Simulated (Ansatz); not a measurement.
Wanted: the native input for an Ansatz 0.2.0 run.

| Quantity | Value |
| --- | --- |
| Task | relaxation of cell and atoms |
| Functional | PBEsol |
| Potentials or basis | Ansatz PAW |
| Cutoff | 420 eV (not typed: the program's choice for these potentials) |
| k mesh | 8 × 8 × 4 |
| Occupations | fermi-dirac, width 0.05 eV |
| Spin | no spin polarisation |
| Target pressure | 2 GPa |
| Target pressure (GPa) | 2 |

Ge:

```
Ge
1.0
     3.99759    0.00000    0.00000
    -1.99879    3.46201    0.00000
     0.00000    0.00000    6.59938
Ge
4
Direct
  0.33333 0.66667 0.93710
  0.66667 0.33333 0.43710
  0.33333 0.66667 0.56290
  0.66667 0.33333 0.06290
```

This isn't the form of Ge at room conditions, which is diamond.

One way to write it, as run:

input.yaml

```yaml
crystal:
  lattice:
    - [3.9975858431, 0.0, 0.0]
    - [-1.9987929216, 3.462010894, 0.0]
    - [0.0, 0.0, 6.59937795]
  atoms:
    - { symbol: Ge, position: [0.3333333333, 0.6666666667, 0.93709875] }
    - { symbol: Ge, position: [0.6666666667, 0.3333333333, 0.43709875] }
    - { symbol: Ge, position: [0.3333333333, 0.6666666667, 0.56290125] }
    - { symbol: Ge, position: [0.6666666667, 0.3333333333, 0.06290125] }
hamiltonian:
  xc: pbesol
  pseudopotentials: { kind: paw }
kpoints:
  mp_grid: { grid: [8, 8, 4] }
scf:
  occupations: { method: fermi_dirac, width: 0.05 }
output:
  forces: true
  stress: true
  eigenvalues: true
relax:
  f_tol: 0.01
  max_steps: 40
  cell: { stress_tol: 0.05, p_target: 2.0 }
```

Potentials or basis: Ansatz PAW.

Launch:

```sh
$ ansatz run input.yaml --threads 2 --pin off --max-ram 5632MiB --backend cpu --events-out ev --progress --plain --runs-dir out
```

It gave:

| Property | Result |
| --- | --- |
| Relaxed volume | 22.18 Å³/atom |
| Relaxed cell | a = 3.962 Å, b = 3.962 Å, c = 6.527 Å, α = 90.00°, β = 90.00°, γ = 120.00° |
| Space group after relaxing (to 0.05 Å) | P6_3/mmc (No. 194) |
| Energy change on relaxing (the enthalpy is what falls) | +3.9 meV/atom |
| Ionic steps | 4 |
| Pressure after relaxing | 2.0 GPa |
| Largest force after relaxing | 0.004 eV/Å |
| Band gap on the k mesh | none (metal or under the smearing width) |

Caveat: the plane-wave basis is chosen anew once the cell has moved, so the energies of steps on either side of that aren't comparable; the PAW data sets come from PBE, with cores solved anew for the run's functional, which leaves a small shift of forces and pressure.

Run time: 17 s on 2 threads of Intel(R) Xeon(R) Platinum 8175M CPU @ 2.50GHz (Skylake/Cascade Lake), on a shared host, peak memory 0.44 GiB.
